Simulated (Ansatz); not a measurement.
Input and command of a calculation in Ansatz (plane waves; scalar-relativistic PAW potentials unless the input names others):

```yaml
crystal:
  lattice:
    - [2.0043871558, 1.157233464, 8.4291937982]
    - [-2.0043871558, 1.157233464, 8.4291937982]
    - [0.0, -2.3144669279, 8.4291937982]
  atoms:
    - { symbol: In, position: [-0.023643355, 0.0260291622, 0.0011929036] }
    - { symbol: In, position: [0.1359431406, 0.0860525794, 0.11099786] }
    - { symbol: Se, position: [0.5939949065, 0.6407041795, 0.617349543] }
    - { symbol: Se, position: [0.8513558199, 0.8049635667, 0.8281596933] }
basis:
  ecutwfc: 420
kpoints:
  mp_grid: { grid: [12, 12, 12] }
hamiltonian:
  xc: pbesol
scf:
  occupations: { method: gaussian, width: 0.03 }
  max_iter: 50
output:
  forces: true
  eigenvalues: true
  stress: true
magnetization:
  spin_polarized: [1, 2]
```

```bash
ansatz run input.yaml --threads 2 --pin off --max-ram 5120MiB --backend cpu --events-out ev --progress --plain --runs-dir out
```

Question: What is wrong with this input?

Answer: The program refuses it, because of a value of the wrong type (magnetization.spin_polarized: not typed → [1, 2]). Without that key it is accepted.

Abridged log:
```
Error: YAML parse error: error: line 25 column 19: expected string scalar
  --> <input>:25:19
   |
23 |   stress: true
24 | magnetization:
25 |   spin_polarized: [1, 2]
   |                   ^ expected string scalar
```